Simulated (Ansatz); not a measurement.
# SnO2: the cost of one run

Method: DFT PBE, scalar-relativistic, plane waves, PAW, in Ansatz 0.2.0.

## Step 1: The starting structure

It takes space group Imma (No. 74, orthorhombic). The conventional cell has a = 6.498 Å, b = 6.829 Å, c = 6.828 Å, α = 90.00°, β = 90.00°, γ = 90.00°. Sn (site symmetry mm2) has 6 O at 2.09 to 2.10 Å in its first shell of neighbours. Sn (site symmetry 2/m) is surrounded by 6 O at 2.09 Å. O (site symmetry m) has 3 Sn at 2.09 to 2.10 Å in its first shell of neighbours. O (site symmetry m) has 3 Sn at 2.09 Å in its first shell of neighbours.

As a file:

```xyz
48
Lattice="12.9956 0.0000 0.0000 0.0000 6.8289 0.0000 0.0000 0.0000 6.8280" Properties=species:S:1:pos:R:3 pbc="T T T"
Sn    0.0000    5.1217    1.6824
Sn    3.2489    1.7072    5.0965
Sn    6.4978    5.1217    1.6824
Sn    9.7467    1.7072    5.0965
Sn    0.0000    1.7072    5.1456
Sn    3.2489    5.1217    1.7316
Sn    6.4978    1.7072    5.1456
Sn    9.7467    5.1217    1.7316
Sn    1.6244    1.7072    1.7070
Sn    8.1222    1.7072    1.7070
Sn    4.8733    5.1217    5.1210
Sn   11.3711    5.1217    5.1210
Sn    4.8733    1.7072    1.7070
Sn   11.3711    1.7072    1.7070
Sn    1.6244    5.1217    5.1210
Sn    8.1222    5.1217    5.1210
O     1.6421    1.7072    6.4423
O     4.8910    5.1217    3.0283
O     8.1399    1.7072    6.4423
O    11.3888    5.1217    3.0283
O     3.2489    3.0287    1.7347
O     9.7467    3.0287    1.7347
O     0.0000    6.4431    5.1488
O     6.4978    6.4431    5.1488
O     1.6068    5.1217    3.0283
O     4.8557    1.7072    6.4423
O     8.1046    5.1217    3.0283
O    11.3535    1.7072    6.4423
O     3.2489    0.3858    1.7347
O     9.7467    0.3858    1.7347
O     0.0000    3.8003    5.1488
O     6.4978    3.8003    5.1488
O     0.0000    3.0287    1.6793
O     6.4978    3.0287    1.6793
O     3.2489    6.4431    5.0933
O     9.7467    6.4431    5.0933
O     0.0000    0.3858    1.6793
O     6.4978    0.3858    1.6793
O     3.2489    3.8003    5.0933
O     9.7467    3.8003    5.0933
O     1.6421    5.1217    0.3858
O     4.8910    1.7072    3.7998
O     8.1399    5.1217    0.3858
O    11.3888    1.7072    3.7998
O     1.6068    1.7072    3.7998
O     4.8557    5.1217    0.3858
O     8.1046    1.7072    3.7998
O    11.3535    5.1217    0.3858
```

The runs take a perfect supercell of 48 atoms; the defect goes to fractional position (0.126, 0.250, 0.944).

## Step 2: The perfect supercell

The input, input.yaml:

```yaml
crystal:
  lattice:
    - [12.995588, 0.0, 0.0]
    - [0.0, 6.82894, 0.0]
    - [0.0, 0.0, 6.828042]
  atoms:
    - { symbol: Sn, position: [0.0, 0.75, 0.246401] }
    - { symbol: Sn, position: [0.25, 0.25, 0.746401] }
    - { symbol: Sn, position: [0.5, 0.75, 0.246401] }
    - { symbol: Sn, position: [0.75, 0.25, 0.746401] }
    - { symbol: Sn, position: [0.0, 0.25, 0.753599] }
    - { symbol: Sn, position: [0.25, 0.75, 0.253599] }
    - { symbol: Sn, position: [0.5, 0.25, 0.753599] }
    - { symbol: Sn, position: [0.75, 0.75, 0.253599] }
    - { symbol: Sn, position: [0.125, 0.25, 0.25] }
    - { symbol: Sn, position: [0.625, 0.25, 0.25] }
    - { symbol: Sn, position: [0.375, 0.75, 0.75] }
    - { symbol: Sn, position: [0.875, 0.75, 0.75] }
    - { symbol: Sn, position: [0.375, 0.25, 0.25] }
    - { symbol: Sn, position: [0.875, 0.25, 0.25] }
    - { symbol: Sn, position: [0.125, 0.75, 0.75] }
    - { symbol: Sn, position: [0.625, 0.75, 0.75] }
    - { symbol: O, position: [0.126361, 0.25, 0.943504] }
    - { symbol: O, position: [0.376361, 0.75, 0.443504] }
    - { symbol: O, position: [0.626361, 0.25, 0.943504] }
    - { symbol: O, position: [0.876361, 0.75, 0.443504] }
    - { symbol: O, position: [0.25, 0.443505, 0.25406] }
    - { symbol: O, position: [0.75, 0.443505, 0.25406] }
    - { symbol: O, position: [0.0, 0.943505, 0.75406] }
    - { symbol: O, position: [0.5, 0.943505, 0.75406] }
    - { symbol: O, position: [0.123639, 0.75, 0.443504] }
    - { symbol: O, position: [0.373639, 0.25, 0.943504] }
    - { symbol: O, position: [0.623639, 0.75, 0.443504] }
    - { symbol: O, position: [0.873639, 0.25, 0.943504] }
    - { symbol: O, position: [0.25, 0.056495, 0.25406] }
    - { symbol: O, position: [0.75, 0.056495, 0.25406] }
    - { symbol: O, position: [0.0, 0.556495, 0.75406] }
    - { symbol: O, position: [0.5, 0.556495, 0.75406] }
    - { symbol: O, position: [0.0, 0.443505, 0.24594] }
    - { symbol: O, position: [0.5, 0.443505, 0.24594] }
    - { symbol: O, position: [0.25, 0.943505, 0.74594] }
    - { symbol: O, position: [0.75, 0.943505, 0.74594] }
    - { symbol: O, position: [0.0, 0.056495, 0.24594] }
    - { symbol: O, position: [0.5, 0.056495, 0.24594] }
    - { symbol: O, position: [0.25, 0.556495, 0.74594] }
    - { symbol: O, position: [0.75, 0.556495, 0.74594] }
    - { symbol: O, position: [0.126361, 0.75, 0.056496] }
    - { symbol: O, position: [0.376361, 0.25, 0.556496] }
    - { symbol: O, position: [0.626361, 0.75, 0.056496] }
    - { symbol: O, position: [0.876361, 0.25, 0.556496] }
    - { symbol: O, position: [0.123639, 0.25, 0.556496] }
    - { symbol: O, position: [0.373639, 0.75, 0.056496] }
    - { symbol: O, position: [0.623639, 0.25, 0.556496] }
    - { symbol: O, position: [0.873639, 0.75, 0.056496] }
basis:
  ecutwfc: 420
  fft_grid_basis: typed
kpoints:
  mp_grid: { grid: [1, 2, 2] }
hamiltonian:
  xc: pbe
  pseudopotentials: { kind: paw }
scf:
  occupations: { method: gaussian, width: 0.05 }
output:
  forces: true
  stress: false
  eigenvalues: true
  bader: false
  write_density: true
  volumetric_format: npy
```

Command:

```sh
ansatz run input.yaml --threads 4 --pin off --max-ram 10240MiB --backend cpu --events-out ev --progress --plain --runs-dir out
```

What time and memory should one allow on 4 threads of Intel Xeon Platinum 8259CL at 2.50GHz (Skylake/Cascade Lake), shared host?

About 13 s, with a peak of 2.9 GiB.
